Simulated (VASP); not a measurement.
Cd: optical spectrum with PBE0+TS

Crystal: Cd.

```
Cd
1.0
     0.00000    2.12562    2.12562
     2.12562    0.00000    2.12562
     2.12562    2.12562    0.00000
Cd
1
Direct
  0.00000 0.00000 0.00000
```

This isn't the form of Cd at room conditions, which is hcp.

The cell isn't the ideal one: volume scaled by 0.88.

```yaml
Program: VASP 6.6.1
Task: optical spectrum
Functional: PBE0
Dispersion: TS
Potentials_or_basis: VASP PAW PBE potentials, release 64 (Cd)
Cutoff: 520 eV
k_mesh: 5 × 5 × 5
Occupations: gaussian, width 0.1 eV
Spin: no spin polarisation
Grid_for_exact_exchange_PRECFOCK: Fast
Exchange_at_q_=_0: default
Further_INCAR_settings: ALGO = Normal; EDIFF = 1e-06; NBANDS = 30
```

- Pressure: 2.7 GPa
- Band gap on the k mesh: 1.02 eV, indirect (least direct gap 3.17 eV)
- Dispersion energy per atom: -0.451 eV

Levels at points of the mesh, in eV from the valence-band top:
```tsv
k point	band 4	band 5	band 6	band 7	band 8	band 9
(0.00, 0.00, 0.00)	-11.04	-10.67	-10.67	15.97	18.14	18.14
```

Dielectric function (mean over the directions given):
```
energy (eV)  real part  imaginary part
       0.27      10.44            0.04
       0.73      10.80            0.12
       1.27      11.80            0.26
       1.73      13.42            0.48
       2.27      17.55            1.20
       2.72      27.15            4.13
       3.27      21.12           51.16
       3.72     -26.54           14.00
       4.27     -17.79            7.21
       4.81      -7.69            0.95
       5.27      -4.70            0.47
       5.81      -2.76            0.27
       6.27      -1.70            0.22
       6.81      -1.08            0.25
       7.26      -0.36            0.25
       7.81       0.05            0.95
       8.35       0.12            0.14
       8.81       0.72            0.17
       9.35       0.05            1.72
       9.81       0.61            0.35
      10.35       0.36            0.20
      10.81       0.95            0.17
      11.35       0.78            0.75
      11.81       0.63            0.50
      12.35       1.16            0.66
      12.90       0.71            0.24
      13.35       1.19            0.09
      13.89       1.47            0.56
      14.35       1.83            0.50
      14.89       1.95            0.62
      15.35       0.96            0.85
      15.89       1.81            0.75
      16.44       1.09            0.79
      16.89       0.60            0.61
      17.44       0.80            0.56
      17.89       0.78            0.51
      18.43       1.40            0.24
      18.89       1.60            0.32
      19.43       1.85            1.80
      19.98       0.59            1.05
```

Run time: 4.2 min on 1 thread of Intel(R) Xeon(R) Platinum 8259CL CPU @ 2.50GHz (Skylake/Cascade Lake), with other jobs on the host, peak memory 0.15 GiB.

Caveat: the k mesh is coarse (spacing up to 0.51 Å⁻¹), so the values aren't converged, least of all with exact exchange; spectra need much finer meshes, so this one isn't converged; independent-particle spectra lack excitons; the PAW data sets were made with another functional, which shifts forces and pressure a little; an odd mesh through Γ misses points on the zone boundary, where band edges often lie.
